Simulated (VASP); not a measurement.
# Settings for TiPt₃: self-consistent run

TiPt₃, P4mm (no. 99), 4 atoms in the cell. PBE; PAW potentials Pt, Ti_sv (PBE set). VASP 6.6.1. The cell is changed on purpose: last atom moved by 0.08 Å along z, cell strained by +1.0% along z.

Wanted: energy within 10 meV/atom; forces within 0.05 eV/Å.

What the run is for: forces; Accuracy asked: screening.

POSCAR:
```
TiPt3
1.0
    3.8970000000      0.0000000000      0.0000000000
    0.0000000000      3.8970000000      0.0000000000
    0.0000000000      0.0000000000      3.9359700000
Pt Ti
3 1
Direct
    0.5000000000      0.5000000000      0.0000000000
    0.5000000000      0.0000000000      0.5000000000
    0.0000000000      0.5000000000      0.5000000000
    0.0000000000      0.0000000000      0.0205286100
```

The series start from Plane-wave cutoff (eV): 360; Smearing width (eV): 0.07; k-point mesh: 9 × 9 × 9; Precision mode (PREC): Accurate; Electronic threshold (eV): 1e-6; Bands in all (NBANDS): 33; Aspherical gradient terms in the spheres (LASPH): yes; Electronic algorithm: ALGO=Normal; Support grid and gradient cutoff: ADDGRID=False GGA_COMPAT=False; Use of symmetry (ISYM): defaults. Each series keeps the choices made before it, and each single choice may use up half of a tolerance.

## Plane-wave cutoff (eV)

| Plane-wave cutoff (eV) | Energy less reference (meV/atom) | Forces, largest deviation (eV/Å) | SCF iterations | Time (s) |
|---|---|---|---|---|
| 220 | 35 | 0.023 | 16 | 32 |
| 280 | -1 | 0.001 | 16 | 42 |
| 320 | 3 | 0.001 | 16 | 46 |
| 360 | 4 | 0.005 | 17 | 45 |
| 410 | 2 | 0.002 | 15 | 78 |
| 480 | 0 | 0.001 | 15 | 74 |
| 580 | 0 | 0.001 | 15 | 67 |
| 720 (reference) | 0 | 0.000 | 15 | 102 |

Chosen: 280, the loosest value from which every tighter one stays within half of the tolerance.

## Smearing width (eV)

| Smearing width (eV) | Energy less reference (meV/atom) | Forces, largest deviation (eV/Å) | SCF iterations | Time (s) |
|---|---|---|---|---|
| 0.3 | 1 | 0.009 | 15 | 26 |
| 0.2 | 0 | 0.002 | 15 | 32 |
| 0.15 | 0 | 0.001 | 15 | 30 |
| 0.1 | 0 | 0.000 | 15 | 30 |
| 0.07 | 0 | 0.000 | 16 | 42 |
| 0.04 (reference) | 0 | 0.000 | 17 | 28 |

Chosen: 0.3.

## k-point mesh

| k-point mesh | Energy less reference (meV/atom) | Forces, largest deviation (eV/Å) | SCF iterations | Time (s) |
|---|---|---|---|---|
| 3 × 3 × 3 | 34 | 0.012 | 16 | 6.3 |
| 4 × 4 × 4 | -3 | 0.034 | 16 | 12 |
| 5 × 5 × 5 | 1 | 0.002 | 15 | 9.7 |
| 6 × 6 × 6 | 0 | 0.006 | 15 | 16 |
| 8 × 8 × 8 | 0 | 0.003 | 15 | 30 |
| 9 × 9 × 9 | -1 | 0.004 | 15 | 26 |
| 11 × 11 × 11 | 0 | 0.001 | 15 | 47 |
| 13 × 13 × 13 (reference) | 0 | 0.000 | 15 | 63 |

Chosen: 5 × 5 × 5.

## Precision mode (PREC)

| Precision mode (PREC) | Energy less reference (meV/atom) | Forces, largest deviation (eV/Å) | SCF iterations | Time (s) |
|---|---|---|---|---|
| Low | -2 | 0.003 | 15 | 8.0 |
| SingleN | -7 | 0.010 | 15 | 6.6 |
| Normal | -1 | 0.001 | 15 | 6.7 |
| Accurate (reference) | 0 | 0.000 | 15 | 9.7 |

Chosen: Normal.

## Electronic threshold (eV)

| Electronic threshold (eV) | Energy less reference (meV/atom) | Forces, largest deviation (eV/Å) | SCF iterations | Time (s) |
|---|---|---|---|---|
| 0.001 | 0 | 0.005 | 12 | 6.6 |
| 0.0001 | 0 | 0.000 | 14 | 6.2 |
| 1e-5 | 0 | 0.000 | 14 | 6.4 |
| 1e-6 | 0 | 0.000 | 15 | 6.7 |
| 1e-7 | 0 | 0.000 | 17 | 7.0 |
| 1e-8 (reference) | 0 | 0.000 | 17 | 7.0 |

Chosen: 0.001.

## Bands in all (NBANDS)

| Bands in all (NBANDS) | Energy less reference (meV/atom) | Forces, largest deviation (eV/Å) | SCF iterations | Time (s) |
|---|---|---|---|---|
| 22 | 0 | 0.009 | 13 | 6.0 |
| 23 | 0 | 0.002 | 11 | 4.5 |
| 25 | 0 | 0.002 | 12 | 4.7 |
| 27 | 0 | 0.002 | 12 | 7.0 |
| 33 | 0 | 0.001 | 12 | 6.6 |
| 45 (reference) | 0 | 0.000 | 12 | 7.5 |

Chosen: 22.

## Aspherical gradient terms in the spheres (LASPH)

| Aspherical gradient terms in the spheres (LASPH) | Energy less reference (meV/atom) | Forces, largest deviation (eV/Å) | SCF iterations | Time (s) |
|---|---|---|---|---|
| no | 1 | 0.000 | 13 | 3.6 |
| yes (reference) | 0 | 0.000 | 13 | 6.0 |

Chosen: no.

## Electronic algorithm

| Electronic algorithm | Energy less reference (meV/atom) | Forces, largest deviation (eV/Å) | SCF iterations | Time (s) |
|---|---|---|---|---|
| ALGO=Normal | 0 | 0.000 | 13 | 3.6 |
| ALGO=Fast | 1 | 0.024 | 14 | 3.8 |
| ALGO=VeryFast | 118 | 0.079 | 35 | 6.7 |
| ALGO=All ISEARCH=1 | 1 | 0.029 | 20 | 4.3 |
| ALGO=All ISEARCH=0 | 1 | 0.029 | 20 | 4.3 |
| ALGO=Damped TIME=0.4 | 7 | 0.020 | 61 | 8.1 |
| ALGO=Damped TIME=0.1 | 9 | 0.022 | 90 | 9.0 |
| ALGO=Old Fast | 1 | 0.018 | 14 | 3.3 |

Chosen: ALGO=Normal; no other choice that stays within half of the tolerance saves 30 % of the time.

## Support grid and gradient cutoff

| Support grid and gradient cutoff | Energy less reference (meV/atom) | Forces, largest deviation (eV/Å) | SCF iterations | Time (s) |
|---|---|---|---|---|
| ADDGRID=False GGA_COMPAT=False | 0 | 0.000 | 13 | 3.6 |
| ADDGRID=True GGA_COMPAT=False | 0 | 0.000 | 13 | 4.4 |
| ADDGRID=False GGA_COMPAT=True | 0 | 0.000 | 13 | 3.4 |

Chosen: ADDGRID=False GGA_COMPAT=False.

## Use of symmetry (ISYM)

| Use of symmetry (ISYM) | Energy less reference (meV/atom) | Forces, largest deviation (eV/Å) | SCF iterations | Time (s) |
|---|---|---|---|---|
| defaults | 0 | 0.000 | 13 | 3.6 |
| ISYM=1 | 0 | 0.000 | 13 | 3.5 |
| ISYM=0 | 0 | 0.008 | 11 | 7.5 |
| ISYM=-1 | 0 | 0.008 | 11 | 14 |

Chosen: defaults.

## All choices together

| Input | Energy less reference (meV/atom) | Forces, largest deviation (eV/Å) | Time (s) |
|---|---|---|---|
| the program's defaults (naive) | -4 | 0.047 | 4.2 |
| chosen settings | 2 | 0.027 | 3.6 |
| reference settings throughout | 0 | 0.000 | 425 |

The tolerance is met.

## The input

INCAR:
```
ADDGRID = F
ALGO = Normal
EDIFF = 0.001
ENCUT = 280
GGA = PE
GGA_COMPAT = F
ISIF = 2
ISMEAR = 0
KPAR = 2
LASPH = F
LCHARG = F
LREAL = F
LWAVE = F
NBANDS = 22
NELM = 120
PREC = Normal
SIGMA = 0.3
```

KPOINTS:
```
Automatic mesh
0
Gamma
  5 5 5
  0 0 0
```

Commands:
```
cat potpaw_PBE.64/Pt/POTCAR potpaw_PBE.64/Ti_sv/POTCAR > POTCAR
mpirun -np 2 vasp_std > vasp.out
```

The naive input happens to agree within the tolerance here, in 4.2 s.

The chosen input took VASP 6.6.1 3.6 s on 2 cores (Intel Xeon Platinum 8259CL @ 2.50GHz (Skylake/Cascade Lake)), a shared host.

## An input that fails: too few electronic steps

The electronic loop stops at its limit of 5 steps.

Changes against the starting input:
```
- NELM = 120
+ NELM = 5
```
